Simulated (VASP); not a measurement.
A run of VASP 6.6.1 is set up as follows.

File INCAR:

```
PREC     = Accurate       # precision mode
ENCUT    = 600            # plane-wave cutoff, eV
EDIFF    = 1E-7           # SCF threshold, eV
ISMEAR   = 0              # smearing method
SIGMA    = 0.03           # smearing width, eV
LREAL    = False          # projectors in reciprocal space
LASPH    = True           # aspherical terms in the spheres
NELM     = 80             # most SCF steps
ALGO     = Normal         # electronic algorithm
ISIF     = 3              # what is computed and relaxed
LWAVE    = False          # write WAVECAR
LCHARG   = False          # write CHGCAR
GGA      = PE             # functional
IBRION   = 2              # ionic algorithm
NSW      = 90             # ionic steps
EDIFFG   = -0.005         # ionic threshold
KPAR     = 2
```

KPOINTS

```
Automatic mesh
0
Gamma
  6 6 6
```

POSCAR

```
BaZrO3                                  
1.0
    4.2351002727     -0.0000000000     -0.0000000000
   -0.0000000000      4.2351002727     -0.0000000000
    0.0000000000      0.0000000000      4.2351002727
  Ba              Zr              O             
     1     1     3
Direct
     0.0000000000000000    0.0000000000000000    0.0000000000000000
     0.5000000000000000    0.5000000000000000    0.5000000000000000
     0.0000000000000000    0.5000000000000000    0.5000000000000000
     0.5000000000000000    0.0000000000000000    0.5000000000000000
     0.5000000000000000    0.5000000000000000    0.0000000000000000
```

Potentials or basis: VASP PAW PBE potentials, release 64 (Ba_sv, Zr_sv, O).

Launch:

```sh
$ cat potpaw_PBE.64/Ba_sv/POTCAR potpaw_PBE.64/Zr_sv/POTCAR potpaw_PBE.64/O/POTCAR > POTCAR
$ mpirun -np 2 vasp_std > vasp.out
```

Task: Predict the relaxed volume.

Result: 15.19 Å³/atom.

Task: What does it give for the relaxed cell?

Result: a = 4.235 Å, b = 4.235 Å, c = 4.235 Å, α = 90.00°, β = 90.00°, γ = 90.00°.

Task: Predict the band gap on the k mesh.

Result: 3.12 eV, indirect (least direct gap 3.38 eV).

Final structure:
```
Ba Zr O
1.0
     4.23454    0.00000    0.00000
     0.00000    4.23454    0.00000
     0.00000    0.00000    4.23454
Ba Zr O
1 1 3
Direct
  0.00000 0.00000 0.00000
  0.50000 0.50000 0.50000
  0.00000 0.50000 0.50000
  0.50000 0.00000 0.50000
  0.50000 0.50000 0.00000
```

Caveat: spin-orbit coupling is left out, which moves the levels of the heavy elements. Expect the measured gap to be larger: semilocal functionals such as PBE lack the derivative discontinuity.
